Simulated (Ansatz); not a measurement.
The reference is BaSnO3 in the cubic perovskite structure (space group Pm-3m, No. 221; a = 4.176 Å).

Computed with DFT with PBE, PAW potentials and a 420 eV plane-wave cutoff in Ansatz (a first-principles code), no spin-orbit coupling.

Base values:

* **Volume per atom**: 14.56 Å³
* **Gap character**: indirect, R → Γ

The change: a hydrostatic pressure of 15 GPa.

Problem. What happens to the volume per atom and gap character?

Solution. The volume per atom drops by 1.248 Å³ to 13.32 Å³; the gap character stays indirect, R → Γ.

Load acts through the strain it causes; cell and atoms are relaxed under it. Stability against distortions was not tested. Competing high-pressure phases were not computed.
